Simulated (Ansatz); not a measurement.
Runs of Ansatz 0.2.0 on PbF2 (Fluorocronite). It takes space group Fm-3m (No. 225, cubic). Conventional cell: a = 5.927 Å, b = 5.927 Å, c = 5.927 Å, α = 90.00°, β = 90.00°, γ = 90.00°. Pb (site symmetry m-3m) has 8 F at 2.57 Å as nearest neighbours. F (site symmetry -43m) is surrounded by 4 Pb at 2.57 Å. 

```tsv
potentials or basis	cutoff (eV)	basis error allowed	gap on the mesh (eV)	pressure (GPa)
all-electron LAPW, scalar-relativistic	240	0.002 eV/atom	4.30	-1.1
all-electron LAPW, non-relativistic	241	0.002 eV/atom	(a)	3.2
all-electron LAPW, inner shells corrected to Dirac's equation	240	0.002 eV/atom	4.30	-1.0
all-electron PAW datasets made for the crystal	280	-	4.30	-1.1
```

Alike in all rows: task band structure; level PBEsol; no spin polarisation; cell as given; k mesh 8 × 8 × 8; smearing fermi-dirac 0.05 eV.

Estimate the missing entries.

(a) 2.19.

Caveats: spin-orbit coupling is left out, which as a rule narrows the gap of such compounds by several tenths of an eV; relativity is left out, which matters for the heavier elements (some runs).

A k mesh can miss the band edges, and the runs leave out spin-orbit coupling on Pb.

The runs don't all hold the same shells in valence.
